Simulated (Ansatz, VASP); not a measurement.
## SnTe: VASP beside Ansatz

```
Te Sn
1.0
     0.00000    3.17172    3.17172
     3.17172    0.00000    3.17172
     3.17172    3.17172    0.00000
Te Sn
1 1
Direct
  0.50000 0.50000 0.50000
  0.00000 0.00000 0.00000
```

Alike in both runs: task single point; functional LDA; k mesh 7 × 7 × 7; occupations fermi-dirac, width 0.05 eV; no spin polarisation.

|  | VASP | Ansatz |
| --- | --- | --- |
| version | VASP 6.6.1 | Ansatz 0.2.0 |
| potentials or method | VASP PAW LDA potentials, release 64 (Te, Sn_d) | Ansatz PAW |
| plane-wave cutoff (eV) | 520 | 420 |
| valence electrons in the cell | 20 | 30 |

```tsv
	VASP	Ansatz	Ansatz less VASP
gap on the k mesh at the Fermi level (eV)	0.66	0.66	+0.003
least direct gap on the mesh (eV)	0.66	0.66	+0.003
pressure (GPa)	-2.4	-2.4	-0.02
```

The two sets of potentials don't hold the same shells in valence.

Caveats: the PAW data sets come from PBE, with cores solved anew for the run's functional, which leaves a small shift of forces and pressure (Ansatz). The runs have no spin-orbit coupling, so splittings on Te are missing.
